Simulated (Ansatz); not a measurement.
Stackings of close-packed layers of SrO (capitals for Sr, lower case for the other element), each relaxed to a stress under 0.05 GPa; energies count from the stacking AcBaCb (Fm-3m).

The calculation used DFT r2SCAN, scalar-relativistic, plane waves, PAW (Ansatz).

Cutoff 500 eV; k points 6×6×2 on the computed 12-atom cell (Γ-centred); Gaussian smearing, width 0.02 eV; no spin polarisation.

Start (AcBcAbCaBaCb):

```xyz
12
Lattice="3.6486 0.0000 0.0000 -1.8243 3.1598 0.0000 0.0000 0.0000 17.8744" Properties=species:S:1:pos:R:3 pbc="T T T"
Sr    0.0000    0.0000    0.0000
O     1.8243    1.0533    1.4895
Sr    0.0000    2.1065    2.9791
O     1.8243    1.0533    4.4686
Sr    0.0000    0.0000    5.9581
O     0.0000    2.1065    7.4476
Sr    1.8243    1.0533    8.9372
O     0.0000    0.0000   10.4267
Sr    0.0000    2.1065   11.9162
O     0.0000    0.0000   13.4058
Sr    1.8243    1.0533   14.8953
O     0.0000    2.1065   16.3848
```

Give the relaxed structure and its energy.

The free energy falls by 6 meV/atom.

* excess energy (meV/atom): 32.9
* spacing of like layers (Å): 3.027
* a (Å): 3.613
* gap on the mesh (eV): 3.71

Relaxed structure:
```yaml
crystal:
  lattice:
    - [3.61283, 0.00000, 0.00000]
    - [-1.80641, 3.12880, 0.00000]
    - [0.00000, 0.00000, 18.16481]
  atoms:
    - { symbol: Sr, position: [0.00000, 0.00000, 0.99920] }
    - { symbol: O, position: [0.66667, 0.33333, 0.08159] }
    - { symbol: Sr, position: [0.33333, 0.66667, 0.16667] }
    - { symbol: O, position: [0.66667, 0.33333, 0.25175] }
    - { symbol: Sr, position: [0.00000, 0.00000, 0.33413] }
    - { symbol: O, position: [0.33333, 0.66667, 0.41667] }
    - { symbol: Sr, position: [0.66667, 0.33333, 0.49920] }
    - { symbol: O, position: [0.00000, 0.00000, 0.58159] }
    - { symbol: Sr, position: [0.33333, 0.66667, 0.66667] }
    - { symbol: O, position: [0.00000, 0.00000, 0.75175] }
    - { symbol: Sr, position: [0.66667, 0.33333, 0.83413] }
    - { symbol: O, position: [0.33333, 0.66667, 0.91667] }
```

The run took 87 s on 1 thread of Intel(R) Xeon(R) 6975P-C (Granite Rapids), on a shared host, peak memory 1 GiB.